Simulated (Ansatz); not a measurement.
# HfO$_{2}$: consecutive steps of a trajectory

Theory: Ansatz 0.2.0, DFT PBE, scalar-relativistic, plane waves, PAW. Settings: plane waves to 420 eV, k-mesh 2×2×2 (shifted by 0.5, 0.5, 0.5 steps), Fermi–Dirac smearing 0.13 eV. The mesh is coarse. Spin–orbit coupling is left out, which can shift energies with elements as heavy as these. No spin polarisation.

24 atoms, starting at 1.04 times the perfect crystal's volume (space group Fm-3m); Langevin thermostat at 1500 K (friction 0.02 fs⁻¹), fixed cell; 82 steps of 2 fs. The run is short and not equilibrated.

Positions in Å, velocities in 0.01 Å/fs, forces in eV/Å; dE is the potential energy from the first frame shown.

```xyz
24
Lattice="-5.1647 5.1647 0.0000 -5.1647 0.0000 5.1647 0.0000 5.1647 5.1647" Properties=species:S:1:pos:R:3:v100:R:3:forces:R:3 pbc="T T T" time_fs=54.00 dE_eV=0.0000 T_K=1305
Hf  -10.4086    7.6599    7.7801   -0.2190   -0.1761    0.2845    0.2864    2.2728    1.1184
Hf   -7.6410    5.4231    7.6609    0.2921    0.1861    0.0023    0.2741   -1.4291    0.4863
Hf   -7.7473    7.8017    5.2177   -0.0771   -0.0132    0.1589    1.8096    1.8010    1.1970
Hf  -10.2835    5.1831    5.1575    0.2041   -0.2411    0.0545   -2.1912   -0.4931    0.8402
Hf   -4.9775    5.3053    5.1765    0.1305    0.3026    0.3465   -2.0594   -0.3790    1.1653
Hf   -7.8301    2.6800    5.0237   -0.2936    0.3782    0.3687    1.9119    1.3121    1.1812
Hf   -7.8007    5.1933    2.5605   -0.0894   -0.0449   -0.2453    1.0350   -0.6839    0.3502
Hf   -4.8514    2.6285    2.7766    0.7109    0.3872   -0.0141   -2.9676    0.1318   -1.5959
O    -9.1446    6.2701    6.5568    0.2181   -0.4833   -0.6773    0.7267    0.3185   -0.3276
O    -6.6020    4.3249    6.4098    0.4298    0.1051   -1.4220    0.8311   -0.1218   -1.5741
O    -6.4599    6.0842    3.8651    1.4551   -1.0076    0.5562    1.3322    0.8932    0.9529
O    -9.0640    9.3353    9.1060    0.7673    0.3189   -1.0256    0.1665   -0.8309   -0.2475
O    -3.8923    4.1060    3.9052    0.2684   -0.6066    0.0302    0.0192    0.0649   -0.1858
O    -6.5861    6.3659    9.0566   -1.1936    1.3099    1.0139    2.2963   -0.6887    1.5911
O    -6.7642    9.5977    6.2495   -0.9049    1.3819    0.0032    0.9836   -0.5439   -1.6152
O    -3.8640    6.4040    6.4549    0.2332   -0.6468    0.7053    0.4221   -0.8855    0.6334
O    -6.6746    3.5343    3.4208   -1.2939   -0.0688    0.5308    0.5881    0.1479    1.4549
O    -3.7049    1.4166    3.9724    1.2585   -0.6372   -1.0412   -1.5466    1.1786   -0.0958
O    -4.0125    3.6505    1.2716   -0.6161    0.2962   -0.2586   -0.1134    1.1009   -0.4523
O    -6.3171    6.9276    6.5095    0.8614   -0.1751    0.2979   -1.4496   -0.2939   -0.5930
O    -1.3096    1.7120    1.4451    1.3757    1.1758    0.3768   -1.9660   -0.2481   -2.2683
O    -4.0448    3.7104    6.4927   -0.2865   -0.8234    0.0310    0.2206   -0.3257   -0.3703
O    -3.8844    6.7378    3.9497    0.1446   -0.6082   -0.4839   -1.3153   -0.7961   -0.7985
O    -1.3577    3.7609    3.9055    0.8569    0.5158   -0.9076    0.7056   -1.5018   -0.8464
24
Lattice="-5.1647 5.1647 0.0000 -5.1647 0.0000 5.1647 0.0000 5.1647 5.1647" Properties=species:S:1:pos:R:3:v100:R:3:forces:R:3 pbc="T T T" time_fs=56.00 dE_eV=0.1836 T_K=1297
Hf  -10.4130    7.6581    7.7875   -0.2209    0.0006    0.4493    0.8521    2.4218    1.5174
Hf   -7.6360    5.4274    7.6614    0.2089    0.2380    0.0485    0.4686   -1.3474    0.4489
Hf   -7.7490    7.8020    5.2207   -0.0940    0.0411    0.1428    1.7159    1.7437    1.1965
Hf  -10.2791    5.1782    5.1577    0.2311   -0.2446   -0.0345   -2.1423   -0.4142    0.6237
Hf   -4.9752    5.3111    5.1826    0.0969    0.2752    0.2670   -2.0022   -0.5552    1.1110
Hf   -7.8366    2.6884    5.0327   -0.3588    0.4553    0.5293    2.0259    1.2436    0.8037
Hf   -7.8032    5.1919    2.5562   -0.1611   -0.0929   -0.1875    1.1189   -0.6360    0.8718
Hf   -4.8377    2.6361    2.7768    0.6585    0.3749    0.0369   -3.2850   -0.0337   -1.4364
O    -9.1424    6.2605    6.5447    0.0222   -0.4779   -0.5255    0.9326    0.3466   -0.3162
O    -6.5947    4.3259    6.3851    0.2800    0.0076   -1.0261    0.5055    0.0633   -1.2830
O    -6.4308    6.0641    3.8793    1.4302   -0.9989    0.8543    0.9758    1.0597    0.6403
O    -9.0456    9.3439    9.0863    1.0454    0.5399   -0.9157   -0.2997   -0.9046    0.2458
O    -3.8898    4.0925    3.9058   -0.0179   -0.7344    0.0316    0.1202    0.1490   -0.0725
O    -6.6116    6.3892    9.0758   -1.3446    1.0004    0.8912    2.5076   -1.0481    1.4397
O    -6.7825    9.6198    6.2502   -0.9100    0.8088    0.0443    1.3280   -0.8783   -2.1139
O    -3.8573    6.3996    6.4696    0.4347    0.2274    0.7524    0.3677   -0.6452    0.4459
O    -6.7011    3.5367    3.4317   -1.3293    0.2995    0.5441    0.9897    0.0426    1.1758
O    -3.6824    1.4078    3.9497    0.9939   -0.2299   -1.2073   -1.5847    1.4487    0.1723
O    -4.0240    3.6589    1.2679   -0.5329    0.5479   -0.1107   -0.1341    1.0563   -0.5236
O    -6.3045    6.9249    6.5139    0.3901   -0.0839    0.1416   -1.5352   -0.1936   -0.5975
O    -1.2814    1.7314    1.4479    1.4160    0.7392   -0.1240   -2.5719   -0.6470   -2.6512
O    -4.0516    3.6910    6.4974   -0.3839   -1.1052    0.4220    0.4220   -0.1833   -0.5264
O    -3.8805    6.7234    3.9427    0.2565   -0.8210   -0.1976   -1.2319   -0.6134   -0.6242
O    -1.3358    3.7688    3.8865    1.3206    0.2777   -0.9771    0.4563   -1.4754   -0.5479
24
Lattice="-5.1647 5.1647 0.0000 -5.1647 0.0000 5.1647 0.0000 5.1647 5.1647" Properties=species:S:1:pos:R:3:v100:R:3:forces:R:3 pbc="T T T" time_fs=58.00 dE_eV=0.3961 T_K=1216
Hf  -10.4178    7.6587    7.7970   -0.2551    0.0531    0.5091    1.2569    2.3783    1.7144
Hf   -7.6323    5.4317    7.6625    0.1620    0.1941    0.0674    0.6581   -1.2318    0.3894
Hf   -7.7518    7.8028    5.2224   -0.1897    0.0348    0.0232    1.6092    1.6591    1.2646
Hf  -10.2738    5.1727    5.1562    0.2980   -0.3112   -0.1147   -2.1615   -0.2699    0.5284
Hf   -4.9739    5.3164    5.1886    0.0361    0.2587    0.3355   -1.8900   -0.6989    1.1327
Hf   -7.8424    2.6966    5.0420   -0.2242    0.3702    0.3983    2.1471    1.1517    0.5170
Hf   -7.8074    5.1903    2.5524   -0.2557   -0.0701   -0.1882    1.2528   -0.5691    1.2892
Hf   -4.8252    2.6434    2.7771    0.5901    0.3506   -0.0067   -3.6108   -0.1715   -1.3976
O    -9.1390    6.2521    6.5340    0.3221   -0.3590   -0.5509    1.1217    0.3825   -0.3245
O    -6.5861    4.3258    6.3601    0.5631   -0.0072   -1.4596    0.1905    0.2380   -0.9501
O    -6.4009    6.0445    3.8954    1.5341   -0.9491    0.7326    0.5347    1.2438    0.2639
O    -9.0271    9.3532    9.0734    0.7827    0.3793   -0.3562   -0.7451   -0.9936    0.6286
O    -3.8932    4.0773    3.9070   -0.3017   -0.7749    0.1000    0.3073    0.2867    0.0706
O    -6.6311    6.4029    9.1018   -0.5988    0.3480    1.6964    2.6307   -1.3240    1.1584
O    -6.8030    9.6356    6.2497   -1.1220    0.7553   -0.1259    1.6327   -1.1684   -2.5517
O    -3.8517    6.4053    6.4839    0.1223    0.3494    0.6604    0.2832   -0.5453    0.2288
O    -6.7268    3.5423    3.4480   -1.2148    0.2495    1.0643    1.3497   -0.1166    0.8816
O    -3.6665    1.4057    3.9246    0.5948    0.0242   -1.2829   -1.5119    1.5970    0.4938
O    -4.0340    3.6740    1.2663   -0.4682    0.9568   -0.0579   -0.1395    0.9640   -0.5550
O    -6.2944    6.9233    6.5161    0.6112   -0.0738    0.0788   -1.6179   -0.1305   -0.5369
O    -1.2583    1.7456    1.4443    0.8647    0.6670   -0.2501   -2.9385   -0.9098   -2.8054
O    -4.0575    3.6674    6.5032   -0.1922   -1.2434    0.1501    0.6076    0.0319   -0.6512
O    -3.8763    6.7073    3.9353    0.1698   -0.7720   -0.5348   -1.1308   -0.4025   -0.4880
O    -1.3095    3.7728    3.8706    1.2878    0.1191   -0.5963    0.1639   -1.4011   -0.3011
24
Lattice="-5.1647 5.1647 0.0000 -5.1647 0.0000 5.1647 0.0000 5.1647 5.1647" Properties=species:S:1:pos:R:3:v100:R:3:forces:R:3 pbc="T T T" time_fs=60.00 dE_eV=0.5689 T_K=1182
Hf  -10.4223    7.6595    7.8074   -0.1911    0.0262    0.5266    1.4430    2.2214    1.6207
Hf   -7.6298    5.4349    7.6643    0.0901    0.1274    0.1148    0.9302   -1.0965    0.3383
Hf   -7.7557    7.8048    5.2233   -0.1968    0.1645    0.0701    1.4779    1.5517    1.3463
Hf  -10.2671    5.1675    5.1547    0.3770   -0.2018   -0.0372   -2.2219   -0.0850    0.4243
Hf   -4.9733    5.3220    5.1923    0.0189    0.2959    0.0371   -1.7356   -0.8979    1.2528
Hf   -7.8481    2.7034    5.0491   -0.3418    0.3061    0.3113    2.3019    1.0455    0.3365
Hf   -7.8107    5.1889    2.5471   -0.0802   -0.0705   -0.3369    1.3712   -0.5389    1.6310
Hf   -4.8134    2.6500    2.7765    0.5911    0.3114   -0.0478   -3.9501   -0.2903   -1.4464
O    -9.1331    6.2439    6.5222    0.2851   -0.4642   -0.6272    1.2904    0.4446   -0.3008
O    -6.5744    4.3254    6.3323    0.5799   -0.0198   -1.2929   -0.1617    0.4177   -0.5534
O    -6.3708    6.0230    3.9119    1.4377   -1.1886    0.8853   -0.0085    1.4679   -0.2303
O    -9.0104    9.3597    9.0658    0.8609    0.2725   -0.3909   -1.0999   -1.0297    0.8433
O    -3.8961    4.0603    3.9104    0.0199   -0.9109    0.2396    0.5267    0.4863    0.1736
O    -6.6374    6.4059    9.1369   -0.0383   -0.0624    1.7863    2.5404   -1.5319    0.7010
O    -6.8224    9.6487    6.2431   -0.8085    0.5368   -0.5467    1.8305   -1.4278   -2.8061
O    -3.8500    6.4109    6.4965    0.0427    0.2138    0.5903    0.2497   -0.4636    0.0293
O    -6.7481    3.5445    3.4699   -0.8997   -0.0395    1.1075    1.6374   -0.2323    0.5061
O    -3.6603    1.4080    3.8979    0.0445    0.2128   -1.3726   -1.2703    1.6157    0.8481
O    -4.0449    3.6913    1.2614   -0.6192    0.7652   -0.4295   -0.1091    0.8038   -0.4912
O    -6.2848    6.9203    6.5133    0.3510   -0.2186   -0.3461   -1.7175   -0.0604   -0.4086
O    -1.2424    1.7599    1.4313    0.7184    0.7486   -1.0401   -3.0363   -1.0479   -2.6441
O    -4.0627    3.6424    6.5040   -0.3208   -1.2417   -0.0629    0.7854    0.2319   -0.6845
O    -3.8770    6.6950    3.9253   -0.2280   -0.4453   -0.4624   -0.9074   -0.2570   -0.3741
O    -1.2802    3.7749    3.8565    1.6241    0.1017   -0.8092   -0.1664   -1.3273   -0.1116
24
Lattice="-5.1647 5.1647 0.0000 -5.1647 0.0000 5.1647 0.0000 5.1647 5.1647" Properties=species:S:1:pos:R:3:v100:R:3:forces:R:3 pbc="T T T" time_fs=62.00 dE_eV=0.7197 T_K=1232
Hf  -10.4261    7.6593    7.8172   -0.1853   -0.0465    0.4491    1.4135    2.0093    1.2720
Hf   -7.6271    5.4370    7.6656    0.1814    0.0840    0.0115    1.2247   -0.9657    0.3119
Hf   -7.7593    7.8082    5.2250   -0.1717    0.1795    0.0926    1.3029    1.4584    1.4331
Hf  -10.2596    5.1634    5.1542    0.3725   -0.2107   -0.0189   -2.3295    0.1401    0.2551
Hf   -4.9739    5.3286    5.1932   -0.0738    0.3657    0.0556   -1.4510   -1.1971    1.5115
Hf   -7.8539    2.7089    5.0548   -0.2346    0.2463    0.2629    2.4797    0.9117    0.2141
Hf   -7.8119    5.1873    2.5423   -0.0360   -0.0886   -0.1465    1.4988   -0.5841    1.8094
Hf   -4.8022    2.6566    2.7740    0.5258    0.3501   -0.2023   -4.2766   -0.3696   -1.4840
O    -9.1242    6.2337    6.5086    0.6061   -0.5407   -0.7204    1.4353    0.5392   -0.2095
O    -6.5576    4.3262    6.3042    1.0790    0.1106   -1.4908   -0.5421    0.5561   -0.1562
O    -6.3396    6.0010    3.9297    1.6468   -0.9912    0.8542   -0.7015    1.7280   -0.8848
O    -8.9976    9.3648    9.0576    0.4046    0.2306   -0.4153   -1.3558   -1.0287    0.9697
O    -3.8936    4.0454    3.9169    0.2347   -0.5669    0.4123    0.6707    0.6745    0.1975
O    -6.6372    6.3999    9.1742    0.0468   -0.5396    1.9126    2.2974   -1.6139    0.1788
O    -6.8380    9.6592    6.2259   -0.7501    0.5071   -1.1694    1.8158   -1.6034   -2.7430
O    -3.8513    6.4143    6.5101   -0.1732    0.1320    0.7617    0.2353   -0.3701   -0.1484
O    -6.7671    3.5421    3.4928   -0.9834   -0.1973    1.1551    1.8890   -0.2766    0.0873
O    -3.6630    1.4130    3.8742   -0.2934    0.2783   -0.9717   -0.8958    1.5243    1.1571
O    -4.0598    3.7104    1.2534   -0.8614    1.1265   -0.3576   -0.0104    0.5523   -0.3699
O    -6.2837    6.9185    6.5095   -0.2497    0.0336   -0.0222   -1.7305    0.0076   -0.2505
O    -1.2287    1.7727    1.4045    0.6691    0.5306   -1.6120   -2.9004   -1.0577   -2.1719
O    -4.0668    3.6134    6.5046   -0.0776   -1.6515    0.1174    0.9831    0.4433   -0.6893
O    -3.8853    6.6886    3.9180   -0.5816   -0.1943   -0.2577   -0.5663   -0.1586   -0.3026
O    -1.2512    3.7806    3.8405    1.2559    0.4653   -0.7820   -0.4862   -1.3192    0.0124
24
Lattice="-5.1647 5.1647 0.0000 -5.1647 0.0000 5.1647 0.0000 5.1647 5.1647" Properties=species:S:1:pos:R:3:v100:R:3:forces:R:3 pbc="T T T" time_fs=64.00 dE_eV=0.8675 T_K=1119
Hf  -10.4309    7.6578    7.8259   -0.3011   -0.1059    0.4165    1.3021    1.7647    0.7873
Hf   -7.6223    5.4389    7.6664    0.2963    0.1114    0.0664    1.4066   -0.8527    0.2721
Hf   -7.7631    7.8123    5.2267   -0.2059    0.2235    0.0828    1.0971    1.3978    1.5425
Hf  -10.2533    5.1589    5.1536    0.2499   -0.2384   -0.0376   -2.4291    0.4035    0.0644
Hf   -4.9760    5.3355    5.1942   -0.1362    0.3162    0.0381   -1.0284   -1.5716    1.8361
Hf   -7.8569    2.7129    5.0590   -0.0702    0.1481    0.1562    2.5756    0.7413    0.1052
Hf   -7.8113    5.1855    2.5389    0.0953   -0.0873   -0.1935    1.6678   -0.6769    1.7715
Hf   -4.7928    2.6640    2.7703    0.4105    0.3834   -0.1725   -4.4731   -0.4093   -1.5121
O    -9.1144    6.2222    6.4933    0.3888   -0.6024   -0.8084    1.5483    0.6708   -0.0615
O    -6.5407    4.3279    6.2745    0.5950    0.0650   -1.4571   -0.8762    0.6243    0.2004
O    -6.3079    5.9815    3.9440    1.4710   -0.9421    0.5351   -1.4740    1.9993   -1.5795
O    -8.9893    9.3701    9.0484    0.4112    0.3061   -0.5027   -1.5336   -1.0467    1.0270
O    -3.8893    4.0323    3.9253    0.2063   -0.7366    0.4289    0.7272    0.8316    0.1745
O    -6.6363    6.3821    9.2102    0.0278   -1.2301    1.6547    1.9987   -1.4576   -0.3145
O    -6.8479    9.6682    6.1980   -0.2509    0.3820   -1.6002    1.5804   -1.6851   -2.3347
O    -3.8555    6.4132    6.5272   -0.2491   -0.2304    0.9351    0.1978   -0.2192   -0.3229
O    -6.7853    3.5409    3.5143   -0.8234    0.0659    0.9736    2.1337   -0.3633   -0.3026
O    -3.6676    1.4211    3.8603   -0.1420    0.5194   -0.4135   -0.5359    1.3522    1.2926
O    -4.0740    3.7335    1.2427   -0.5524    1.1540   -0.7026    0.1144    0.1182   -0.1532
O    -6.2918    6.9214    6.5111   -0.5551    0.2600    0.1917   -1.6480    0.0225   -0.1197
O    -1.2215    1.7807    1.3740    0.0643    0.2729   -1.3937   -2.6338   -0.9449   -1.5433
O    -4.0677    3.5825    6.5054   -0.0007   -1.4215   -0.0353    1.1428    0.6520   -0.6636
O    -3.8988    6.6792    3.9106   -0.7409   -0.7291   -0.4827   -0.1155    0.0318   -0.2054
O    -1.2268    3.7902    3.8230    1.1743    0.4932   -0.9603   -0.7451   -1.3823    0.0396
```

Question: What is the next frame? The thermostat's random kicks make it one of many possible.

Answer:
```xyz
24
Lattice="-5.1647 5.1647 0.0000 -5.1647 0.0000 5.1647 0.0000 5.1647 5.1647" Properties=species:S:1:pos:R:3:v100:R:3:forces:R:3 pbc="T T T" time_fs=66.00 dE_eV=1.0448 T_K=1086
Hf  -10.4371    7.6567    7.8328   -0.3173   -0.0056    0.2730    1.2019    1.4400    0.3118
Hf   -7.6169    5.4412    7.6678    0.2517    0.1142    0.0700    1.5089   -0.7895    0.2188
Hf   -7.7665    7.8166    5.2283   -0.1335    0.2083    0.0817    0.9253    1.2731    1.6176
Hf  -10.2492    5.1541    5.1526    0.1660   -0.2400   -0.0616   -2.4186    0.6836   -0.0931
Hf   -4.9787    5.3411    5.1950   -0.1341    0.2464    0.0464   -0.6414   -1.9109    2.1455
Hf   -7.8572    2.7154    5.0620    0.0465    0.1032    0.1428    2.6066    0.5814    0.0348
Hf   -7.8089    5.1832    2.5338    0.1534   -0.1447   -0.3116    1.8432   -0.7714    1.6761
Hf   -4.7840    2.6711    2.7671    0.4640    0.3292   -0.1426   -4.5578   -0.5225   -1.5671
O    -9.1005    6.2108    6.4836    0.9927   -0.5388   -0.1583    1.5177    0.7631    0.0003
O    -6.5346    4.3321    6.2481    0.0049    0.3541   -1.1682   -1.0333    0.6146    0.4520
O    -6.2834    5.9646    3.9524    0.9468   -0.7414    0.2719   -2.1030    2.2328   -2.1723
O    -8.9823    9.3770    9.0412    0.2803    0.3779   -0.2171   -1.6619   -1.1018    1.0074
O    -3.8854    4.0145    3.9322    0.1794   -1.0328    0.2677    0.7493    1.0863    0.2188
O    -6.6356    6.3537    9.2434    0.0203   -1.5902    1.6384    1.7011   -1.0976   -0.7644
O    -6.8528    9.6754    6.1614   -0.2589    0.3352   -2.0156    1.2234   -1.7307   -1.7367
O    -3.8588    6.4090    6.5471   -0.0886   -0.1839    1.0433    0.0995   -0.1004   -0.5371
O    -6.7984    3.5440    3.5353   -0.4730    0.2418    1.1061    2.3583   -0.5436   -0.6457
O    -3.6659    1.4280    3.8526    0.3277    0.1690   -0.3558   -0.3129    1.2076    1.3162
O    -4.0836    3.7519    1.2302   -0.4062    0.6614   -0.5301    0.1928   -0.3449    0.1091
O    -6.3025    6.9268    6.5125   -0.5073    0.2854   -0.0476   -1.4965    0.0046    0.0053
O    -1.2202    1.7847    1.3448    0.0816    0.1460   -1.4916   -2.3083   -0.7809   -0.9036
O    -4.0659    3.5469    6.5070    0.1912   -2.1237    0.2012    1.2369    0.9345   -0.6447
O    -3.9138    6.6655    3.9063   -0.7350   -0.6302    0.0645    0.3195    0.2874   -0.1216
O    -1.2068    3.7978    3.8012    0.8088    0.2681   -1.2233   -0.9505   -1.4150    0.0727
```

Cost: 1 run of about 44 core-minutes (earlier runs that led there not counted), on Arm Neoverse V1 (shared hosts).